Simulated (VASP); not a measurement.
**CdSe: band structure with TB-mBJ**

CdSe:

```xyz
2
Lattice="0.0000 3.0462 3.0462 3.0462 0.0000 3.0462 3.0462 3.0462 0.0000" Properties=species:S:1:pos:R:3 pbc="T T T"
Cd    0.0000    0.0000    0.0000
Se    4.5693    4.5693    4.5693
```

Measurements of this composition are mostly on another form, of space group No. 186.

```yaml
Program: VASP 6.6.1
Task: band structure
Functional: TB-mBJ
Potentials_or_basis: VASP PAW PBE potentials, release 64 (Cd, Se)
Cutoff: 520 eV
k_mesh: 6 × 6 × 6
Occupations: gaussian, width 0.03 eV
Spin: spin-orbit coupling, no magnetisation
Further_INCAR_settings: ALGO = Normal; EDIFF = 1e-07; NBANDS = 30
```

```
Valence electrons inside the program's atomic spheres : Cd 10.19; Se 4.24
```

Run time: 10 min on 1 thread of Intel(R) Xeon(R) Platinum 8259CL CPU @ 2.50GHz (Skylake/Cascade Lake), on a shared host, peak memory 0.38 GiB.
